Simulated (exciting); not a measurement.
Set up this calculation in exciting (release sodium), as the native input.

```
Task                                     : density of states
Functional                               : PBEsol (libxc)
Potentials or basis                      : all-electron LAPW+lo, shipped species files, valence relativity iora*
rgkmax                                   : 7
k mesh                                   : 7 × 7 × 7
Occupations                              : gaussian, width 0.01 eV
Spin                                     : spin-orbit coupling, no magnetisation
outputlevel                              : normal
DOS window about the Fermi level (Ha)    : [-0.4, 0.4] Ha
gmaxvr (cutoff of density and potential) : 14 1/bohr
lmaxapw (and lmaxmat)                    : 10
lmaxvr                                   : 8
nempty                                   : 28
Valence relativity                       : iora*
epsengy                                  : 1e-06 Ha
epspot                                   : 1e-06 Ha
maxscl                                   : 80
Muffin-tin radii                         : Hf 2.3, O 1.45 bohr
```

Crystal: HfO2.

```
CELL_PARAMETERS angstrom
0.00000 2.37417 2.37417
2.37417 0.00000 2.37417
2.37417 2.37417 0.00000
ATOMIC_POSITIONS crystal
Hf 0.00000 0.00000 0.00000
O 0.75000 0.75000 0.75000
O 0.25000 0.25000 0.25000
```

Measurements of this composition are mostly on another form, of space group No. 14.

The cell isn't the ideal one: volume scaled by 0.8.

One way to write it, as run:

input.xml

```xml
<input>
  <title>HfO2</title>
  <structure speciespath="./" tshift="false">
    <crystal scale="1.88972612463">
      <basevect>0.000000000000 2.374172688400 2.374172688400</basevect>
      <basevect>2.374172688400 0.000000000000 2.374172688400</basevect>
      <basevect>2.374172688400 2.374172688400 0.000000000000</basevect>
    </crystal>
    <species speciesfile="Hf.xml" rmt="2.3">
      <atom coord="0.000000000000 0.000000000000 0.000000000000"/>
    </species>
    <species speciesfile="O.xml" rmt="1.45">
      <atom coord="0.750000000000 0.750000000000 0.750000000000"/>
      <atom coord="0.250000000000 0.250000000000 0.250000000000"/>
    </species>
  </structure>
  <groundstate do="fromscratch" ngridk="7 7 7" rgkmax="7" gmaxvr="14" lmaxapw="10" lmaxmat="10" lmaxvr="8" stype="Gaussian" swidth="0.00036749" nempty="28" ValenceRelativity="iora*" epsengy="1e-06" epspot="1e-06" maxscl="80" outputlevel="normal">
    <libxc exchange="XC_GGA_X_PBE_SOL" correlation="XC_GGA_C_PBE_SOL"/>
    <spin spinorb="true"/>
  </groundstate>
  <properties>
    <dos nwdos="400" winddos="-0.4 0.4" inttype="tetra" ngrdos="100" nsmdos="1" lmirep="true"/>
  </properties>
</input>
```

Potentials or basis: all-electron LAPW+lo, shipped species files, valence relativity iora*.

Run with:

```bash
$ OMP_NUM_THREADS=1 exciting_smp
```

It gave:

```json
{
  "Band gap on the k mesh": "4.19 eV, indirect (least direct gap 4.54 eV)",
  "All electrons inside the program's atomic spheres": "Hf 69.45; O 6.86 (radii Hf 2.3, O 1.45 bohr)"
}
```

Caveat: total energies with spin-orbit coupling aren't reliable in this program, so none is listed and the log's shouldn't be used; the tetrahedron DOS on this energy grid can lose part of the weight of narrow d or f bands; an odd mesh through Γ misses points on the zone boundary, where band edges often lie.

Wall time 3 min on 1 thread of Intel(R) Xeon(R) 6975P-C (Granite Rapids), with other jobs on the host, peak memory 0.23 GiB.
